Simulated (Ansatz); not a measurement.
Input and command of a plane-wave DFT calculation in Ansatz:

```yaml
crystal:
  lattice:
    - [-1.65054225, 1.65054225, 2.47395]
    - [1.65054225, -1.65054225, 2.47395]
    - [1.65054225, 1.65054225, -2.47395]
  atoms:
    - { symbol: In, position: [0.0, 0.0, 0.0] }
basis:
  ecutwfc: 420
kpoints:
  mp_grid: { grid: [20, 20, 20] }
hamiltonian:
  xc: pbesol
scf:
  occupations: { method: gaussian, width: 0.15 }
output:
  forces: true
  stress: true
  eigenvalues: true
```

```bash
ansatz run input.yaml --threads 1 --pin off --max-ram 2560MiB --backend cpu --events-out ev --progress --plain --runs-dir out
```

Processor: Arm Neoverse N1, 1 thread, on a host shared with other jobs.

**Question.** Estimate time, memory and problem size.

**Answer.** About 15 s on 1 thread of Arm Neoverse N1, with other jobs on the host, peak memory 0.45 GiB. It solves 11 bands at 641 k points (the mesh reduced by symmetry) with about 533 plane waves, in 6 SCF iterations.
